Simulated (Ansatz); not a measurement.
Mg under changes of volume

One of the cells (22.607 Å³/atom); the others are scaled copies at fixed shape and fractional positions:

```
Mg
1.0
     0.00000    2.24426    2.24426
     2.24426    0.00000    2.24426
     2.24426    2.24426    0.00000
Mg
1
Direct
  0.00000 0.00000 0.00000
```

This isn't the form of Mg at room conditions, which is hcp.

| Item | Value |
| --- | --- |
| Program | Ansatz 0.2.0 |
| Functional | PBE |
| Potentials or basis | Ansatz PAW |
| Cutoff | 420 eV (not typed: the program's choice for these potentials) |
| k mesh | 10 × 10 × 10 |
| Occupations | fermi-dirac, width 0.05 eV |
| Spin | no spin polarisation |

| volume (Å³/atom) | energy over the lowest point (meV/atom) | pressure (GPa) |
| --- | --- | --- |
| 21.251 | ? | ? |
| 21.703 | 10.40 | 2.5 |
| 22.155 | 4.58 | 1.6 |
| 22.607 | 1.19 | 0.8 |
| 23.059 | 0.00 | 0.1 |
| 23.512 | 0.81 | -0.6 |
| 23.964 | 3.44 | -1.2 |

Task: What does the run at 21.251 Å³/atom give?

Result: Energy over the lowest point 18.89 meV/atom; pressure 3.5 GPa.

Worked out: A Birch-Murnaghan fit of order 3 (a polynomial in V^(-2/3)) to the other rows has its minimum at 23.10 Å³/atom with B0 = V·E''(V) = 36 GPa and B' = 3.9. It gives 18.89 meV/atom at 21.251 Å³/atom, against the run's 18.89, and -dE/dV = 3.5 GPa, against 3.5.

Energies are extrapolated to zero smearing.
